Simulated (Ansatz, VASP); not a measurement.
## Two plane-wave programs on InPd

File INCAR:

```
SYSTEM = InPd
PREC = Accurate
ENCUT = 600
EDIFF = 1E-6
ISMEAR = -1
SIGMA = 0.05
LREAL = .FALSE.
LASPH = .TRUE.
NELM = 100
ALGO = Normal
ISIF = 3
LWAVE = .FALSE.
LCHARG = .FALSE.
GGA = RP
IVDW = 13
IBRION = 2
NSW = 60
EDIFFG = -0.02
```

File KPOINTS:

```
regular mesh
0
G
  8 8 8
  0 0 0
```

POSCAR

```
InPd
1.0
    3.2718847800      0.0000000000      0.0000000000
    0.0000000000      3.2718847800      0.0000000000
    0.0000000000      0.0000000000      3.2718847800
In Pd
1 1
Direct
    0.0000000000      0.0000000000      0.0000000000
    0.5000000000      0.5000000000      0.5000000000
```

The input input.yaml:

```yaml
crystal:
  lattice:
    - [3.27188478, 0.0, 0.0]
    - [0.0, 3.27188478, 0.0]
    - [0.0, 0.0, 3.27188478]
  atoms:
    - { symbol: In, position: [0.0, 0.0, 0.0] }
    - { symbol: Pd, position: [0.5, 0.5, 0.5] }
hamiltonian:
  xc: rpbe
  pseudopotentials: { kind: paw }
  dispersion: d4
kpoints:
  mp_grid: { grid: [8, 8, 8] }
scf:
  occupations: { method: fermi_dirac, width: 0.05 }
output:
  forces: true
  stress: true
  eigenvalues: true
relax:
  f_tol: 0.01
  max_steps: 40
  cell: { stress_tol: 0.05 }
```

The cell comes from a database or a generator and needn't be the stable form of this composition.

Alike in both runs: task relaxation of cell and atoms; functional RPBE; dispersion D4; k mesh 8 × 8 × 8; occupations fermi-dirac, width 0.05 eV; no spin polarisation.

```csv
,VASP,Ansatz
version,VASP 6.6.1,Ansatz 0.2.0
potentials or method,"VASP PAW PBE potentials, release 64 (In_d, Pd)",Ansatz PAW
plane-wave cutoff (eV),600,420
valence electrons in the cell,23,31
```

|  | VASP | Ansatz | Ansatz less VASP |
| --- | --- | --- | --- |
| gap on the k mesh at the Fermi level, each at its own relaxed structure (eV) | none | none | - |
| relaxed volume (Å³/atom) | 17.47 | 17.46 | -0.006 |
| relaxed cell length with the largest relative difference (Å) | 3.269 | 3.269 | -0.0004 |

A gap of «none» marks a metal or a gap that the smearing closes. The two sets of potentials don't hold the same shells in valence.

Caveats: pairwise dispersion overbinds metals, which lowers pressure and volume; the PAW data sets were made with another functional, which shifts forces and pressure a little (VASP); the plane-wave basis is chosen anew once the cell has moved, so the energies of steps on either side of that aren't comparable (Ansatz); the PAW data sets come from PBE, with cores solved anew for the run's functional, which leaves a small shift of forces and pressure (Ansatz).
